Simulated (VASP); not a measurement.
# Ca (Pm-3m) in VASP: further runs

The runs below take Ca through relaxation of cell and atoms, with PBE.

All numbers are computed with VASP 6.6.1; they aren't measurements. Logs are shortened: lines on timing, memory, paths and dates and some standing lists are left out, and cuts for length are marked.

## 1. The structure

It takes space group Pm-3m (No. 221, cubic). The conventional cell has a = 2.615 Å, b = 2.615 Å, c = 2.615 Å, α = 90.00°, β = 90.00°, γ = 90.00°. Ca (site symmetry m-3m) has 6 Ca at 2.62 Å as nearest neighbours.

This isn't the form of Ca at room conditions, which is fcc.

## 2. Relaxation of cell and atoms, PBE

Input file INCAR:

```
ALGO = Normal ; EDIFF = 1E-6
EDIFFG = -0.01 ; ENCUT = 520
GGA = PE ; IBRION = 2
ISIF = 3 ; ISMEAR = 0
LASPH = True ; LCHARG = False
LREAL = False ; LWAVE = False
NELM = 120 ; NSW = 90
PREC = Accurate ; SIGMA = 0.1
```

Input file KPOINTS:

```
k-points
0
Gamma
  17 17 17
```

Input file POSCAR:

```
Ca
1.0
    2.6150000000      0.0000000000      0.0000000000
    0.0000000000      2.6150000000      0.0000000000
    0.0000000000      0.0000000000      2.6150000000
Ca
1
Direct
    0.0000000000      0.0000000000      0.0000000000
```

Potentials or basis: VASP PAW PBE potentials, release 64 (Ca_sv).

On the command line:

```
> cat potpaw_PBE.64/Ca_sv/POTCAR > POTCAR
> mpirun -np 1 vasp_std > vasp.out
```

OUTCAR:

```text
EDIFF = 1E-6
   EDIFFG = -0.01
   ENCUT = 520
   GGA = PE
   IBRION = 2
   ISIF = 3
   ISMEAR = 0
   LASPH = True
   LREAL = False
   NELM = 120
   NSW = 90
   PREC = Accurate

 ion  position               nearest neighbor table
   1  0.000  0.000  0.000-

  LATTYP: Found a simple cubic cell.
 ALAT       =     2.6150000000

  Lattice vectors:

 A1 = (   2.6150000000,   0.0000000000,   0.0000000000)
 A2 = (   0.0000000000,   2.6150000000,   0.0000000000)
 A3 = (   0.0000000000,   0.0000000000,   2.6150000000)

Analysis of symmetry for initial positions (statically):
=====================================================================
 Subroutine PRICEL returns:
 Original cell was already a primitive cell.

 Routine SETGRP: Setting up the symmetry group for a
 simple cubic supercell.

 Subroutine GETGRP returns: Found 48 space group operations
 (whereof 48 operations were pure point group operations)
 out of a pool of 48 trial point group operations.

The static configuration has the point symmetry O_h .

Analysis of symmetry for dynamics (positions and initial velocities):
=====================================================================
 Subroutine PRICEL returns:
 Original cell was already a primitive cell.

 Routine SETGRP: Setting up the symmetry group for a
 simple cubic supercell.

 Subroutine GETGRP returns: Found 48 space group operations
 (whereof 48 operations were pure point group operations)
 out of a pool of 48 trial point group operations.

The dynamic configuration has the point symmetry O_h .

 Subroutine INISYM returns: Found 48 space group operations
 (whereof 48 operations are pure point group operations),
 and found     1 'primitive' translations

----------------------------------------------------------------------------------------

                                     Primitive cell

  volume of cell :      17.8820

  direct lattice vectors                    reciprocal lattice vectors
     2.615000000  0.000000000  0.000000000     0.382409178  0.000000000  0.000000000
     0.000000000  2.615000000  0.000000000     0.000000000  0.382409178  0.000000000
     0.000000000  0.000000000  2.615000000     0.000000000  0.000000000  0.382409178

  length of vectors
     2.615000000  2.615000000  2.615000000     0.382409178  0.382409178  0.382409178

  position of ions in fractional coordinates (direct lattice)
     0.000000000  0.000000000  0.000000000

  ion indices of the primitive-cell ions
   primitive index   ion index
                 1           1

----------------------------------------------------------------------------------------

 KPOINTS: k-points

Automatic generation of k-mesh.
 Grid dimensions read from file:
 generate k-points for:   17   17   17

 Generating k-lattice:

  Cartesian coordinates                     Fractional coordinates (reciprocal lattice)
     0.022494658  0.000000000  0.000000000     0.058823529  0.000000000  0.000000000
     0.000000000  0.022494658  0.000000000     0.000000000  0.058823529  0.000000000
     0.000000000  0.000000000  0.022494658     0.000000000  0.000000000  0.058823529

  Length of vectors
     0.022494658  0.022494658  0.022494658

  Shift w.r.t. Gamma in fractional coordinates (k-lattice)
     0.000000000  0.000000000  0.000000000

 Subroutine IBZKPT returns following result:
 ===========================================

 Found    165 irreducible k-points:

 Following reciprocal coordinates:
            Coordinates               Weight
  0.000000  0.000000  0.000000      1.000000
  0.058824  0.000000  0.000000      6.000000
  0.117647  0.000000  0.000000      6.000000
  0.176471  0.000000  0.000000      6.000000
  0.235294  0.000000  0.000000      6.000000
  0.294118  0.000000  0.000000      6.000000
[... 16 lines left out ...]
  0.411765  0.117647  0.000000     24.000000
  0.470588  0.117647  0.000000     24.000000
 [... further k-points ...]
   k-points           NKPTS =    165   k-points in BZ     NKDIM =    165   number of bands    NBANDS=      9
   number of dos      NEDOS =    301   number of ions     NIONS =      1
   total plane-waves  NPLWV =   8000
   dimension x,y,z NGX =    20 NGY =   20 NGZ =   20
   dimension x,y,z NGXF=    40 NGYF=   40 NGZF=   40
   ions per type =               1
   NGX,Y,Z   is equivalent  to a cutoff of  12.71, 12.71, 12.71 a.u.
   NGXF,Y,Z  is equivalent  to a cutoff of  25.43, 25.43, 25.43 a.u.
 SYSTEM =  unknown system
   PREC   = accura    normal or accurate (medium, high low for compatibility)
   ISTART =      0    job   : 0-new  1-cont  2-samecut
   ICHARG =      2    charge: 1-file 2-atom 10-const
   ISPIN  =      1    spin polarized calculation?
   LNONCOLLINEAR =      F non collinear calculations
   LSORBIT =      F    spin-orbit coupling
   LASPH  =      T    aspherical Exc in radial PAW
   ENCUT  =  520.0 eV  38.22 Ry    6.18 a.u.   4.86  4.86  4.86*2*pi/ulx,y,z
   NELM   =    120;   NELMIN=  2; NELMDL= -5     # of ELM steps
   EDIFF  = 0.1E-05   stopping-criterion for ELM
   LREAL  =      F    real-space projection
   EDIFFG = -.1E-01   stopping-criterion for IOM
   NSW    =     90    number of steps for IOM
   IBRION =      2    ionic relax: 0-MD 1-quasi-New 2-CG
   NFREE  =      1    steps in history (QN), initial steepest desc. (CG)
   ISIF   =      3    stress and relaxation
   ISYM   =      2    0-nonsym 1-usesym 2-fastsym
   POTIM  = 0.5000    time-step for ionic-motion
   TEBEG  =    0.0;   TEEND  =   0.0 temperature during run
   PSTRESS=    0.0 pullay stress
   NELECT =      10.0000    total number of electrons
   NUPDOWN=      -1.0000    fix difference up-down
   EMIN   =  10.00;   EMAX   =-10.00  energy-range for DOS
   EFERMI =   0.00;   METHOD = LEGACY
   ISMEAR =     0;   SIGMA  =   0.10  broadening in eV -4-tet -1-fermi 0-gaus
   EFERMI_NEDOS =   21; number of points for ismear=-14 and -15
   IALGO  =     38    algorithm
   IMIX   =      4    mixing-type and parameters
     AMIX     =   0.40;   BMIX     =  1.00
     AMIX_MAG =   1.60;   BMIX_MAG =  1.00
  volume/ion in A,a.u.               =      17.88       120.67
  Fermi-wavevector in a.u.,A,eV,Ry     =   1.348766  2.548797 24.751291  1.819169
  Thomas-Fermi vector in A             =   2.476408
   LORBIT       =      0    0 simple, 1 ext, 2 COOP (PROOUT), +10 PAW based schemes
   GGA     = PE    functional components
   LHFCALC =     F    Hartree Fock is set to
   AEXX    =    0.0000 exact exchange contribution
   IVDW    =     0    specifies the selected vdW correction
   LEPSILON=     F    determine dielectric tensor
   LRPA    =     F    only Hartree local field effects (RPA)
 conjugate gradient relaxation of ions
 non-spin polarized calculation
 Gauss-broadening in eV      SIGMA  =   0.10
  energy-cutoff  :      520.00
  volume of cell :       17.88
 maximum number of plane-waves:       494
 NGX is ok and might be reduce to    20
   NGX =  9   NGY =  9   NGZ =  9

--------------------------------------- Ionic step        1  -------------------------------------------

 number of electron      10.0000002 magnetization

 Free energy of the ion-electron system (eV)
  ---------------------------------------------------
  ext. energy  EPLUGINS =         0.00000000
  ---------------------------------------------------
  free energy    TOTEN  =         0.21587323 eV

  energy without entropy =        0.21712013  energy(sigma->0) =        0.21649668

 E-fermi :   6.5468     XC(G=0): -10.9704

 val. band max:        6.4836714880   @ k =   0.4118   0.4118   0.4118
 cond. band min:       6.5471164600   @ k =   0.0000   0.0000   0.0000
 fundamental gap:      0.0634449720
 Fermi energy:         6.5467740937

 k-point     1 :       0.0000    0.0000    0.0000
  band No.  band energies     occupation
      1     -35.0322      2.00000
      2     -14.6661      2.00000
      3     -14.6661      2.00000
      4     -14.6661      2.00000
      5       2.3001      2.00000
      6       6.5471      0.99614
      7       6.5471      0.99613
      8      14.3916      0.00000
      9      14.3916      0.00000
[... 265 lines left out ...]
 k-point    24 :       0.4706    0.1176    0.0000
  band No.  band energies     occupation
      1     -34.5328      2.00000
      2     -17.0542      2.00000
      3     -14.7473      2.00000
      4     -14.3952      2.00000
      5       6.7523      0.00366
      6       7.3735      0.00000
      7       8.1890      0.00000
      8      11.1831      0.00000
      9      11.6032      0.00000

 [... further k-points ...]

------------------------ aborting loop because EDIFF is reached ----------------------------------------

  FORCE on cell =-STRESS in cart. coord.  units (eV):
  Direction    XX          YY          ZZ          XY          YZ          ZX
  --------------------------------------------------------------------------------------
  -------------------------------------------------------------------------------------
  Total        4.8174680      4.8174680      4.8174680      0.0000000     -0.0000000      0.0000000
  in kB      431.6326997    431.6326997    431.6326997      0.0000000     -0.0000000      0.0000000
  external PRESSURE =     431.6326997 kB  Pullay stress =       0.0000000 kB
[... 162 lines left out ...]
  energy  without entropy=       -1.5157730895  energy(sigma->0) =       -1.51799985

--------------------------------------- Ionic step        6  -------------------------------------------

 number of electron       9.9999986 magnetization

 Free energy of the ion-electron system (eV)
  ---------------------------------------------------
  ext. energy  EPLUGINS =         0.00000000
  ---------------------------------------------------
  free energy    TOTEN  =        -1.52043569 eV

  energy without entropy =       -1.51618128  energy(sigma->0) =       -1.51830848

 E-fermi :   1.8380     XC(G=0):  -7.6832

 val. band max:        1.8378005461   @ k =   0.4706   0.2353   0.1176
 cond. band min:       1.8450074191   @ k =   0.4706   0.4706   0.2353
 fundamental gap:      0.0072068729
 Fermi energy:         1.8380449827

 k-point     1 :       0.0000    0.0000    0.0000
  band No.  band energies     occupation
      1     -40.3510      2.00000
      2     -21.2379      2.00000
      3     -21.2379      2.00000
      4     -21.2379      2.00000
      5      -2.0229      2.00000
      6       2.6630      0.00000
      7       2.6630      0.00000
      8       5.9623      0.00000
      9       5.9623      0.00000
[... 265 lines left out ...]
 k-point    24 :       0.4706    0.1176    0.0000
  band No.  band energies     occupation
      1     -40.3292      2.00000
      2     -21.4543      2.00000
      3     -21.2474      2.00000
      4     -21.2169      2.00000
      5       0.7550      2.00000
      6       1.4841      2.00000
      7       3.2704      0.00000
      8       4.6285      0.00000
      9       4.7656      0.00000

 [... further k-points ...]

------------------------ aborting loop because EDIFF is reached ----------------------------------------

  FORCE on cell =-STRESS in cart. coord.  units (eV):
  Direction    XX          YY          ZZ          XY          YZ          ZX
  --------------------------------------------------------------------------------------
  -------------------------------------------------------------------------------------
  Total        0.0097670      0.0097670      0.0097670      0.0000000     -0.0000000     -0.0000000
  in kB        0.3674097      0.3674097      0.3674097      0.0000000     -0.0000000     -0.0000000
  external PRESSURE =       0.3674097 kB  Pullay stress =       0.0000000 kB
[... 16 lines left out ...]
  FREE ENERGIE OF THE ION-ELECTRON SYSTEM (eV)
  ---------------------------------------------------
  free  energy   TOTEN  =        -1.5204356862 eV

  energy  without entropy=       -1.5161812751  energy(sigma->0) =       -1.51830848

 reached required accuracy - stopping structural energy minimisation
```

It took 3 min on 1 thread of Intel Xeon Platinum 8175M at 2.50GHz (Skylake/Cascade Lake), shared host; peak memory 0.15 GiB.

What came out:

```
Free energy                            : -1.5204 eV
Relaxed volume                         : 42.59 Å³/atom
Relaxed cell                           : a = 3.492 Å, b = 3.492 Å, c = 3.492 Å, α = 90.00°, β = 90.00°, γ = 90.00°
Space group after relaxing (to 0.05 Å) : Pm-3m (No. 221)
Energy gained by relaxing              : 1736.3 meV/atom
Ionic steps                            : 6
Pressure after relaxing                : 0.0 GPa
Band gap on the k mesh                 : none (metal or under the smearing width)
```

The path:
```tsv
step	energy change (eV)	largest force (eV/Å)	pressure (GPa)	volume (Å³)
1	0.0000	0.0000	43.16	17.88
2	-1.6317	0.0000	4.29	33.47
3	-1.7134	0.0000	1.70	37.99
4	-1.7147	0.0000	-1.17	48.22
5	-1.7361	0.0000	-0.14	43.25
6	-1.7363	0.0000	0.04	42.59
```

Final structure:
```xyz
1
Lattice="3.4923 0.0000 0.0000 0.0000 3.4923 0.0000 0.0000 0.0000 3.4923" Properties=species:S:1:pos:R:3 pbc="T T T"
Ca    0.0000    0.0000    0.0000
```

Levels at points of the mesh, in eV from the Fermi level:
| k point | band 1 | band 2 | band 3 | band 4 | band 5 | band 6 | band 7 | band 8 | band 9 |
| --- | --- | --- | --- | --- | --- | --- | --- | --- | --- |
| (0.00, 0.00, 0.00) | -42.19 | -23.08 | -23.08 | -23.08 | -3.86 | 0.82 | 0.82 | 4.12 | 4.12 |

Caveat: the volume moved by over 15 % at a fixed basis, so the end points are rough; the volume moved by +138 % from the deposited cell, more than functionals usually miss.

## 3. Relaxation of cell and atoms, PBE

This run uses another cell than the first one, of 42.59 Å³/atom, 2.382 times its volume.

Input file INCAR:

```
ALGO = Normal ; EDIFF = 1E-7
EDIFFG = -0.005 ; ENCUT = 520
GGA = PE ; IBRION = 2
ISIF = 3 ; ISMEAR = 0
LASPH = True ; LCHARG = False
LREAL = False ; LWAVE = False
NELM = 120 ; NSW = 60
POTIM = 0.3 ; PREC = Accurate
SIGMA = 0.1
```

KPOINTS is that of step 2.

Input file POSCAR:

```
Ca                                      
1.0
    3.4922628489     -0.0000000000      0.0000000000
    0.0000000000      3.4922628489      0.0000000000
   -0.0000000000     -0.0000000000      3.4922628489
  Ca            
     1
Direct
     0.0000000000000000    0.0000000000000000    0.0000000000000000
```

Potentials or basis: VASP PAW PBE potentials, release 64 (Ca_sv).

On the command line:

```
> cat potpaw_PBE.64/Ca_sv/POTCAR > POTCAR
> mpirun -np 1 vasp_std > vasp.out
```

Wall time 3 min (1 thread of Intel Xeon Platinum 8175M at 2.50GHz (Skylake/Cascade Lake), shared host); peak memory 0.21 GiB.

The run converged. Its results:

| Quantity | Value |
| --- | --- |
| Free energy | -1.5391 eV |
| Relaxed volume | 43.41 Å³/atom |
| Relaxed cell | a = 3.514 Å, b = 3.514 Å, c = 3.514 Å, α = 90.00°, β = 90.00°, γ = 90.00° |
| Space group after relaxing (to 0.05 Å) | Pm-3m (No. 221) |
| Energy gained by relaxing | 0.6 meV/atom |
| Ionic steps | 3 |
| Pressure after relaxing | 0.0 GPa |
| Band gap on the k mesh | none (metal or under the smearing width) |

Step by step:
| step | energy change (eV) | largest force (eV/Å) | pressure (GPa) | volume (Å³) |
| --- | --- | --- | --- | --- |
| 1 | 0.0000 | 0.0000 | 0.22 | 42.59 |
| 2 | -0.0003 | 0.0000 | 0.16 | 42.81 |
| 3 | -0.0006 | 0.0000 | 0.00 | 43.41 |

Final structure:
```xyz
1
Lattice="3.5145 0.0000 0.0000 0.0000 3.5145 0.0000 0.0000 0.0000 3.5145" Properties=species:S:1:pos:R:3 pbc="T T T"
Ca    0.0000    0.0000    0.0000
```

Levels at points of the mesh, in eV from the Fermi level:
```csv
k point,band 2,band 3,band 4,band 5,band 6,band 7,band 8,band 9
"(0.00, 0.00, 0.00)",-23.12,-23.12,-23.12,-3.84,0.83,0.83,4.06,4.06
```

PBE usually gives volumes a little too large and moduli too small. Zero-point motion and thermal expansion aren't in these numbers.
